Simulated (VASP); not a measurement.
**Au in VASP: the effect of functional**

Slab: Au, a slab with vacuum.

```
Au
1.0
     2.82262    0.00000    0.00000
    -1.41131    2.55593    0.00000
     0.00000    0.00000   27.23292
Au
6
Direct
  0.33467 0.66934 0.27540
  0.66533 0.33066 0.36524
  0.33467 0.66934 0.45508
  0.66533 0.33066 0.54492
  0.33467 0.66934 0.63476
  0.66533 0.33066 0.72460
```

Alike in all runs:

```yaml
Program: VASP 6.6.1
Task: work function
Cutoff: 520 eV
k_mesh: 8 × 8 × 1
Occupations: fermi-dirac, width 0.05 eV
Spin: no spin polarisation
```

| functional | potentials or basis | largest force (eV/Å) | work function (eV) |
| --- | --- | --- | --- |
| LDA | VASP PAW LDA potentials, release 64 (Au) | 0.29 | 5.66 |
| PBE | VASP PAW PBE potentials, release 64 (Au) | 0.23 | 5.25 |
| PBEsol | VASP PAW PBE potentials, release 64 (Au) | 0.18 | 5.39 |
| RPBE | VASP PAW PBE potentials, release 64 (Au) | 0.41 | 5.07 |
| revPBE | VASP PAW PBE potentials, release 64 (Au) | 0.36 | 5.09 |
| BLYP | VASP PAW PBE potentials, release 64 (Au) | 0.74 | 5.00 |
| PW91 | VASP PAW PBE potentials, release 64 (Au) | ? | ? |

Question: What does the run with functional PW91 give?

Answer: Largest force 0.28 eV/Å; work function 5.31 eV.

Caveats: the PAW data sets were made with another functional, which shifts forces and pressure a little (some runs).
